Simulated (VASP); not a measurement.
# BAs (Pm-3m) in VASP: settings compared, part 2 of 3

VASP 6.6.1. Earlier steps stand in the parts before.

## 3. Relaxation of cell and atoms, RPBE

INCAR reads:

```
ALGO     = Normal         # electronic algorithm
EDIFF    = 1E-6           # SCF threshold, eV
EDIFFG   = -0.01          # ionic threshold
ENCUT    = 600            # plane-wave cutoff, eV
GGA      = RP             # functional
IBRION   = 2              # ionic algorithm
ISIF     = 3              # what is computed and relaxed
ISMEAR   = 0              # smearing method
LASPH    = True           # aspherical terms in the spheres
LCHARG   = False          # write CHGCAR
LREAL    = False          # projectors in reciprocal space
LWAVE    = False          # write WAVECAR
NELM     = 80             # most SCF steps
NSW      = 40             # ionic steps
PREC     = Accurate       # precision mode
SIGMA    = 0.05           # smearing width, eV
```

KPOINTS reads:

```
k-points
0
Gamma
  9 9 9
```

POSCAR reads:

```
BAs
1.0
    2.9570103300      0.0000000000      0.0000000000
    0.0000000000      2.9570103300      0.0000000000
    0.0000000000      0.0000000000      2.9570103300
B As
1 1
Direct
    0.5000000000      0.5000000000      0.5000000000
    0.0000000000      0.0000000000      0.0000000000
```

Potentials or basis: VASP PAW PBE potentials, release 64 (B, As).

Started as:

```sh
> cat potpaw_PBE.64/B/POTCAR potpaw_PBE.64/As/POTCAR > POTCAR
> mpirun -np 1 vasp_std > vasp.out
```

OUTCAR:

```text
EDIFF = 1E-6
   EDIFFG = -0.01
   ENCUT = 600
   GGA = RP
   IBRION = 2
   ISIF = 3
   ISMEAR = 0
   LASPH = True
   LREAL = False
   NELM = 80
   NSW = 40
   PREC = Accurate

 ion  position               nearest neighbor table
   1  0.500  0.500  0.500-
   2  0.000  0.000  0.000-

  LATTYP: Found a simple cubic cell.
 ALAT       =     2.9570103300

  Lattice vectors:

 A1 = (   2.9570103300,   0.0000000000,   0.0000000000)
 A2 = (   0.0000000000,   2.9570103300,   0.0000000000)
 A3 = (   0.0000000000,   0.0000000000,   2.9570103300)

Analysis of symmetry for initial positions (statically):
=====================================================================
 Subroutine PRICEL returns:
 Original cell was already a primitive cell.

 Routine SETGRP: Setting up the symmetry group for a
 simple cubic supercell.

 Subroutine GETGRP returns: Found 48 space group operations
 (whereof 48 operations were pure point group operations)
 out of a pool of 48 trial point group operations.

The static configuration has the point symmetry O_h .

Analysis of symmetry for dynamics (positions and initial velocities):
=====================================================================
 Subroutine PRICEL returns:
 Original cell was already a primitive cell.

 Routine SETGRP: Setting up the symmetry group for a
 simple cubic supercell.

 Subroutine GETGRP returns: Found 48 space group operations
 (whereof 48 operations were pure point group operations)
 out of a pool of 48 trial point group operations.

The dynamic configuration has the point symmetry O_h .

 Subroutine INISYM returns: Found 48 space group operations
 (whereof 48 operations are pure point group operations),
 and found     1 'primitive' translations

----------------------------------------------------------------------------------------

[... 169 lines left out ...]
    total drift:                                0.000000      0.000000     -0.000000

  FREE ENERGIE OF THE ION-ELECTRON SYSTEM (eV)
  ---------------------------------------------------
  free  energy   TOTEN  =        -7.6875660818 eV

  energy  without entropy=       -7.6847333357  energy(sigma->0) =       -7.68614971

--------------------------------------- Ionic step        2  -------------------------------------------

 number of electron       7.9999999 magnetization

 Free energy of the ion-electron system (eV)
  ---------------------------------------------------
  ext. energy  EPLUGINS =         0.00000000
  ---------------------------------------------------
  free energy    TOTEN  =        -7.68762734 eV

  energy without entropy =       -7.68494828  energy(sigma->0) =       -7.68628781

 E-fermi :   6.9043     XC(G=0): -11.3378

 val. band max:        6.8768012975   @ k =   0.4444   0.4444   0.3333
 cond. band min:       6.9303309673   @ k =   0.4444   0.1111   0.1111
 fundamental gap:      0.0535296698
 Fermi energy:         6.9043256050

 k-point     1 :       0.0000    0.0000    0.0000
  band No.  band energies     occupation
      1      -8.5275      2.00000
      2       6.2278      2.00000
      3       6.2278      2.00000
      4       6.2278      2.00000
      5       6.6359      2.00000
      6      12.6610      0.00000
      7      12.6610      0.00000
      8      16.2348      0.00000
[... 243 lines left out ...]
 k-point    24 :       0.4444    0.3333    0.1111
  band No.  band energies     occupation
      1      -3.9968      2.00000
      2      -0.6904      2.00000
      3       2.3137      2.00000
      4       4.4859      2.00000
      5       8.9433      0.00000
      6      10.3145      0.00000
      7      13.3070      0.00000
      8      13.7345      0.00000

 [... further k-points ...]

------------------------ aborting loop because EDIFF is reached ----------------------------------------

  FORCE on cell =-STRESS in cart. coord.  units (eV):
  Direction    XX          YY          ZZ          XY          YZ          ZX
  --------------------------------------------------------------------------------------
  -------------------------------------------------------------------------------------
  Total        0.0022011      0.0022011      0.0022011     -0.0000000      0.0000000      0.0000000
  in kB        0.1367952      0.1367952      0.1367952     -0.0000000      0.0000000      0.0000000
  external PRESSURE =       0.1367952 kB  Pullay stress =       0.0000000 kB

 VOLUME and BASIS-vectors are now :
 -----------------------------------------------------------------------------
  energy-cutoff  :      600.00
  volume of cell :       25.78
      direct lattice vectors                 reciprocal lattice vectors
     2.954093457  0.000000000 -0.000000000     0.338513326 -0.000000000 -0.000000000
     0.000000000  2.954093457 -0.000000000    -0.000000000  0.338513326 -0.000000000
     0.000000000  0.000000000  2.954093457     0.000000000  0.000000000  0.338513326

 POSITION                                       TOTAL-FORCE (eV/Angst)
 -----------------------------------------------------------------------------------
      1.47705      1.47705      1.47705         0.000000      0.000000      0.000000
      0.00000      0.00000      0.00000        -0.000000     -0.000000      0.000000
 -----------------------------------------------------------------------------------
    total drift:                                0.000000      0.000000     -0.000000

  FREE ENERGIE OF THE ION-ELECTRON SYSTEM (eV)
  ---------------------------------------------------
  free  energy   TOTEN  =        -7.6876273441 eV

  energy  without entropy=       -7.6849482825  energy(sigma->0) =       -7.68628781

 reached required accuracy - stopping structural energy minimisation
```

OSZICAR:

```text
N       E                     dE             d eps       ncg     rms          rms(c)
DAV:   1     0.994943419842E+01    0.99494E+01   -0.43334E+03   560   0.990E+02
DAV:   2    -0.763778716764E+01   -0.17587E+02   -0.16953E+02   880   0.985E+01
DAV:   3    -0.782140491212E+01   -0.18362E+00   -0.18357E+00   608   0.115E+01
DAV:   4    -0.782162757283E+01   -0.22266E-03   -0.22266E-03   744   0.434E-01
DAV:   5    -0.782162773766E+01   -0.16483E-06   -0.16491E-06   624   0.102E-02    0.314E+00
DAV:   6    -0.769303468434E+01    0.12859E+00   -0.51169E-01   576   0.323E+00    0.166E+00
DAV:   7    -0.768833361148E+01    0.47011E-02   -0.58934E-02   640   0.156E+00    0.764E-01
DAV:   8    -0.768764898136E+01    0.68463E-03   -0.43376E-03   640   0.493E-01    0.905E-02
DAV:   9    -0.768756529757E+01    0.83684E-04   -0.73491E-04   576   0.136E-01    0.236E-02
DAV:  10    -0.768756686896E+01   -0.15714E-05   -0.38056E-05   592   0.582E-02    0.635E-03
DAV:  11    -0.768756608178E+01    0.78718E-06   -0.66967E-07   336   0.798E-03
   1 F= -.76875661E+01 E0= -.76861497E+01  d E =-.768757E+01
       N       E                     dE             d eps       ncg     rms          rms(c)
DAV:   1    -0.768769881549E+01   -0.13195E-03   -0.26117E-03   632   0.364E-01    0.418E-02
DAV:   2    -0.768764247649E+01    0.56339E-04   -0.12578E-04   592   0.689E-02    0.224E-02
DAV:   3    -0.768762932913E+01    0.13147E-04   -0.24715E-05   584   0.331E-02    0.831E-03
DAV:   4    -0.768762746019E+01    0.18689E-05   -0.36860E-06   632   0.137E-02    0.200E-03
DAV:   5    -0.768762734411E+01    0.11608E-06   -0.11845E-07   280   0.221E-03
   2 F= -.76876273E+01 E0= -.76862878E+01  d E =-.612623E-04
```

CONTCAR:

```text
BAs
   1.00000000000000
     2.9540934569629043    0.0000000000000000   -0.0000000000000000
     0.0000000000000000    2.9540934569629043   -0.0000000000000000
     0.0000000000000000    0.0000000000000000    2.9540934569629043
  B               As
     1     1
Direct
     0.5000000000000000    0.5000000000000000    0.5000000000000000
     0.0000000000000000    0.0000000000000000    0.0000000000000000

  0.00000000E+00  0.00000000E+00  0.00000000E+00
  0.00000000E+00  0.00000000E+00  0.00000000E+00
```

Wall time 6.4 s (1 thread of Intel Xeon 6975P-C (Granite Rapids), shared host); peak memory 0.13 GiB.

What came out:

```yaml
Free_energy: -7.6876 eV
Relaxed_volume: 12.89 Å³/atom
Relaxed_cell: a = 2.954 Å, b = 2.954 Å, c = 2.954 Å, α = 90.00°, β = 90.00°, γ = 90.00°
Space_group_after_relaxing_to_0.05_Å: Pm-3m (No. 221)
Energy_gained_by_relaxing: 0.0 meV/atom
Ionic_steps: 2
Pressure_after_relaxing: 0.0 GPa
Band_gap_on_the_k_mesh: none (metal or under the smearing width)
```

Final structure:
```
B As
1.0
     2.95409    0.00000    0.00000
     0.00000    2.95409    0.00000
     0.00000    0.00000    2.95409
B As
1 1
Cartesian
  1.4770 1.4770 1.4770
  0.0000 0.0000 0.0000
```

Caveat: the PAW data sets were made with another functional, which shifts forces and pressure a little.

## 4. Relaxation of the atoms, revTPSS

INCAR reads:

```
PREC = Accurate
ENCUT = 520
EDIFF = 1E-6
ISMEAR = -1
SIGMA = 0.02
LREAL = False
LASPH = True
NELM = 60
ALGO = Normal
ISIF = 2
LWAVE = False
LCHARG = False
METAGGA = RTPSS
LMIXTAU = True
IBRION = 2
NSW = 40
EDIFFG = -0.01
```

KPOINTS reads:

```
regular mesh
0
Gamma
  9 9 9
```

POSCAR is that of step 3.

Started as:

```sh
> cat potpaw_PBE.64/B/POTCAR potpaw_PBE.64/As/POTCAR > POTCAR
> mpirun -np 1 vasp_std > vasp.out
```

Wall time 14 s (1 thread of Intel Xeon 6975P-C (Granite Rapids), shared host); peak memory 0.14 GiB.

It converged, with:

```yaml
Free_energy: -2.7051 eV
Pressure_after_relaxing: -5.7 GPa
Band_gap_on_the_k_mesh: none (metal or under the smearing width)
```

Final structure:
```
CELL_PARAMETERS angstrom
2.95701 0.00000 0.00000
0.00000 2.95701 0.00000
0.00000 0.00000 2.95701
ATOMIC_POSITIONS crystal
B 0.50000 0.50000 0.50000
As 0.00000 0.00000 0.00000
```

Levels at points of the mesh, in eV from the Fermi level:
| k point | band 2 | band 3 | band 4 | band 5 | band 6 | band 7 |
| --- | --- | --- | --- | --- | --- | --- |
| (0.00, 0.00, 0.00) | -0.66 | -0.66 | -0.66 | -0.34 | 5.73 | 5.73 |

Caveat: the relaxation stopped at its first step, so nothing moved; the PAW data sets were made with another functional, which shifts forces and pressure a little.

(Continued in part 3 of 3.)
